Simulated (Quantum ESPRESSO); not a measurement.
**BN: band structure with PBE**

**The experiment to reproduce.**

A printed reference work, monograph reports, for a bulk crystal of BN at 300 K: band gap 6.4 eV (indirect).

Crystal: BN.

```xyz
2
Lattice="0.0000 1.8130 1.8130 1.8130 0.0000 1.8130 1.8130 1.8130 0.0000" Properties=species:S:1:pos:R:3 pbc="T T T"
N     0.9065    0.9065    0.9065
B     0.0000    0.0000    0.0000
```

The cell is a database's computed one.

```json
{
  "Program": "Quantum ESPRESSO 7.5",
  "Task": "band structure",
  "Functional": "PBE",
  "Potentials or basis": "SG15 PBE 1.2",
  "Cutoff": "1197 eV",
  "Density cutoff": "4789 eV",
  "k mesh": "13 × 13 × 13",
  "Occupations": "fermi-dirac, width 0.05 eV",
  "Spin": "no spin polarisation",
  "Mixing beta": "0.5",
  "Most SCF iterations": "120",
  "SCF threshold": "4e-10 Ry"
}
```

```json
{
 "Pressure": "-1.5 GPa",
 "Band gap on the k mesh": "4.60 eV, indirect (least direct gap 8.76 eV)",
 "Band gap along the path": "4.53 eV, indirect (least direct gap 8.76 eV)"
}
```

Levels at the corners of the path, in eV from the valence-band top:
```
point  band 2  band 3  band 4  band 5  band 6  band 7
    Γ    0.00    0.00    0.00    8.76    8.76    8.76
    X   -8.84   -4.88   -4.88    4.53    9.28   17.69
    W   -7.54   -6.89   -6.45    9.61   13.19   14.50
    K   -8.07   -7.59   -4.05    6.96   12.84   15.66
    Γ    0.00    0.00    0.00    8.76    8.76    8.76
    L  -10.60   -1.94   -1.94   10.08   10.68   10.68
    U   -8.07   -7.59   -4.05    6.96   12.84   15.66
    W   -7.54   -6.89   -6.45    9.61   13.19   14.50
    L  -10.60   -1.94   -1.94   10.08   10.68   10.68
    K   -8.07   -7.59   -4.05    6.96   12.84   15.66
    U   -8.07   -7.59   -4.05    6.96   12.84   15.66
    X   -8.84   -4.88   -4.88    4.53    9.28   17.69
```

Wall time 30 s on 1 thread of Intel(R) Xeon(R) Platinum 8259CL CPU @ 2.50GHz (Skylake/Cascade Lake), with other jobs on the host, peak memory 0.09 GiB.

A measured gap of BN is 6.4 eV (indirect; 300 K; a printed reference work, monograph); the calculated 4.53 eV misses it by -1.87 eV. The value is that of PBE, without temperature or zero-point motion. Semilocal functionals fall short of measured gaps as a rule. The cell is a database's relaxed one, not the measured one, which moves gaps too.
